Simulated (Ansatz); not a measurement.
## From the elastic tensor of ZrN at 35 GPa (stress–strain coefficients) to moduli and sound speeds

Method: DFT PBE, scalar-relativistic, plane waves, PAW (Ansatz). Settings: 420 eV plane-wave cutoff, Γ-centred 16×16×16 mesh, Fermi-Dirac smearing of 0.15 eV. No spin polarisation.

It takes space group Fm-3m (No. 225, cubic). The conventional cell has a = 4.429 Å, b = 4.429 Å, c = 4.429 Å, α = 90.00°, β = 90.00°, γ = 90.00°. Around Zr (site symmetry m-3m) lie 6 N at 2.21 Å. Around N (site symmetry m-3m) lie 6 Zr at 2.21 Å.

In a metal, frequencies and elastic constants depend on the k mesh and the smearing, soft modes and shear constants most. Spin polarisation was left out, and a magnetic state may lie lower. Other phases may be more stable at this pressure.

Relaxed-ion constants (GPa, on the Cartesian axes of the calculation):
C11 = 855.2, C12 = 158.0, C13 = 158.0, C22 = 855.2, C23 = 158.0, C33 = 855.2, C44 = 132.9, C55 = 132.9, C66 = 132.9 GPa; the others vanish.

Density 8.046 g/cm³; 2 atoms in 21.72 Å³.

The values that follow are for a polycrystal of randomly turned grains, by Hill's mean where one number stands. In a crystal this anisotropic the Voigt and Reuss bounds lie far apart, so Hill's mean and the sound speeds and Debye temperature from it are rough.

With S = C⁻¹: B_V = (C11+C22+C33+2(C12+C13+C23))/9, G_V = (C11+C22+C33−C12−C13−C23+3(C44+C55+C66))/15, 1/B_R = S11+S22+S33+2(S12+S13+S23), 15/G_R = 4(S11+S22+S33−S12−S13−S23)+3(S44+S55+S66); Hill is their mean. Then v_l = √((B+4G/3)/ρ), v_t = √(G/ρ), v_m = [(2/v_t³+1/v_l³)/3]^(−1/3) and Θ = (ħ/k_B)·v_m·(6π²n/V)^(1/3) for n atoms in the volume V; E = 9BG/(3B+G), ν = (3B−2G)/(2(3B+G)) and A^U = 5G_V/G_R + B_V/B_R − 6.

* Bulk modulus, Voigt / Reuss / Hill: 390.4 / 390.4 / 390.4 GPa
* Shear modulus, Voigt / Reuss / Hill: 219.2 / 176.6 / 197.9 GPa
* Young's modulus: 508 GPa
* Poisson ratio: 0.283
* Pugh ratio B/G: 1.97
* Universal anisotropy index: 1.20
* Longitudinal and transverse sound speeds: 9018 and 4960 m/s
* Debye temperature from the mean sound speed: 743 K

Cost: 1 run of about 0.97 core-minutes, on Intel Xeon Processor @ 2.70GHz (shared hosts).

Compressed ZrN is very stiff along the cube axes but much softer in shear on the cube faces: C11 is 855.2 GPa, against 132.9 GPa for C44. Axial strain directly changes the length of the short Zr–N contacts, where N 2p–Zr 4d σ overlap and core repulsion resist it, whereas the C44 shear mainly bends them. Occupied Zr t2g-derived states, filled by the electron that the nitride has beyond the carbide ZrC, probably lower this shear resistance further.

C12 exceeds C44, but this is no sign of mainly non-directional metallic bonding. For stress–strain coefficients under pressure, central forces would make the difference equal to twice the pressure, and it falls well short of that, which suggests a substantial directional, covalent contribution. Likewise, a Pugh ratio of 1.97, on the conventionally ductile side, does not establish ductility, which depends on dislocation motion and fracture. The constants satisfy the cubic conditions for stability against small homogeneous strains, but leave instabilities at finite wavevector untested.
